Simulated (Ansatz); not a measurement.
Crystal: KI.

```
I K
1.0
     0.00000    3.53277    3.53277
     3.53277    0.00000    3.53277
     3.53277    3.53277    0.00000
I K
1 1
Direct
  0.50000 0.50000 0.50000
  0.00000 0.00000 0.00000
```

Base run:

* Program: Ansatz 0.2.0
* Functional: PBEsol
* Potentials or basis: all-electron PAW datasets made for the crystal
* Cutoff: 200 eV (chosen from the basis error)
* k mesh: 7 × 7 × 7
* Occupations: fermi-dirac, width 0.05 eV
* Spin: no spin polarisation

Its results: band gap on the k mesh 3.82 eV, direct; pressure -0.3 GPa.

Task: The run is repeated on the same cell with these changes: potentials or basis from all-electron PAW datasets made for the crystal to all-electron LAPW, non-relativistic; cutoff from 200 eV (chosen from the basis error) to 115 eV (chosen from the basis error). What comes out?

Result: Band gap on the k mesh 4.28 eV, direct; pressure -0.1 GPa.

Caveats: spin-orbit coupling is left out, which moves the levels of the heavy elements; relativity is left out, which matters for the heavier elements (some runs).

The runs don't all hold the same shells in valence.
